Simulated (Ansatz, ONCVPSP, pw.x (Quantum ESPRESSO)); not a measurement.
## pw.x on fcc Ru: one setting changed

Potential: optimised norm-conserving Vanderbilt (ONCV), ONCVPSP 4.0.1.1 (patched build), PBE; core [Ar] 3d10, reference 4s2 4p6 4d7 5s1; waves: 4s+5s: rc 1.85 bohr, ncon 3, nbas 7, qcut 6.9 1/bohr, 2 projectors; 4p: rc 1.55 bohr, ncon 4, nbas 8, qcut 9.1 1/bohr, 2 projectors, debl 0.5 Ha; 4d: rc 2.20 bohr, ncon 3, nbas 8, qcut 6.4 1/bohr, 2 projectors, debl 1 Ha; local part: polynomial inside 1.45 bohr (lpopt 5, dvloc0 -1 Ha); core correction: Teter function fitted to the true core (icmod 2), fcfact 0.75. In the p channel the program set the typed energies aside and used -1.706, 0.250 Ha.

The reference run (k-mesh 15³, cutoffs 75/300 Ry, Fermi–Dirac 0.01 Ry, mixing_beta 0.4, conv_thr 1e-9, no spin) gives 1.62 GPa at 13.814 Å³/atom, where all-electron LAPW gives 0.83 GPa. This run, with its own iteration cap, changes k-mesh points per axis to 20.

```
&control
  calculation='scf', prefix='x', pseudo_dir='./', outdir='./tmp', tstress=.true., disk_io='none'
/
&system
  ibrav=0, nat=1, ntyp=1, ecutwfc=75, ecutrho=300, nbnd=16,
  occupations='smearing', smearing='fd', degauss=0.01
/
&electrons
  conv_thr=1e-09, mixing_beta=0.4, electron_maxstep=60
/
ATOMIC_SPECIES
Ru 1.0 Ru.UPF
CELL_PARAMETERS angstrom
  0.00000000 1.90442183 1.90442183
  1.90442183 0.00000000 1.90442183
  1.90442183 1.90442183 0.00000000
ATOMIC_POSITIONS crystal
Ru 0.0000 0.0000 0.0000
K_POINTS automatic
20 20 20 0 0 0
```

```bash
pw.x < Ru.scf.in > Ru.scf.out
```

How does the run end?

It converges in 7 iterations; the free energy moves by +2.2 meV/atom and the pressure by +0.12 GPa.

```
Message from routine setup:
     using ibrav=0 with symmetry is DISCOURAGED, use correct ibrav instead
     lattice parameter (alat)  =       5.0895  a.u.
     unit-cell volume          =      93.2215 (a.u.)^3
     number of electrons       =        16.00
     number of Kohn-Sham states=           16
     kinetic-energy cutoff     =      75.0000  Ry
     charge density cutoff     =     300.0000  Ry
     scf convergence threshold =      1.0E-09
     Exchange-correlation= PBE
     number of k points=   256  Fermi-Dirac smearing, width (Ry)=  0.0100
     iteration #  1     ecut=    75.00 Ry     beta= 0.40
     total energy              =    -220.53755306 Ry
     estimated scf accuracy    <       0.12395622 Ry
     iteration #  2     ecut=    75.00 Ry     beta= 0.40
     total energy              =    -220.55128426 Ry
     estimated scf accuracy    <       0.00564401 Ry
     iteration #  3     ecut=    75.00 Ry     beta= 0.40
     total energy              =    -220.55176460 Ry
     estimated scf accuracy    <       0.00066404 Ry
     iteration #  4     ecut=    75.00 Ry     beta= 0.40
     total energy              =    -220.55180763 Ry
     estimated scf accuracy    <       0.00001173 Ry
     iteration #  5     ecut=    75.00 Ry     beta= 0.40
     total energy              =    -220.55181154 Ry
     estimated scf accuracy    <       0.00000360 Ry
     iteration #  6     ecut=    75.00 Ry     beta= 0.40
     total energy              =    -220.55181190 Ry
     estimated scf accuracy    <          9.9E-09 Ry
     iteration #  7     ecut=    75.00 Ry     beta= 0.40
     the Fermi energy is    23.2983 ev
!    total energy              =    -220.55181191 Ry
     estimated scf accuracy    <          7.8E-10 Ry
     smearing contrib. (-TS)   =      -0.00508052 Ry
     The total energy is F=E-TS. E is the sum of the following terms:
     one-electron contribution =     -31.84779629 Ry
     hartree contribution      =      28.12304524 Ry
     xc contribution           =     -53.75192187 Ry
     ewald contribution        =    -163.07005847 Ry
     convergence has been achieved in   7 iterations
          total   stress  (Ry/bohr**3)                   (kbar)     P=       17.32
     Message from routine punch:
     Nothing written, as per user request (disk_io='none')
```

The run took about 20 s on one core of a shared host (AMD EPYC 9R45 96-Core Processor, 96 threads, 376 GiB, load 55).
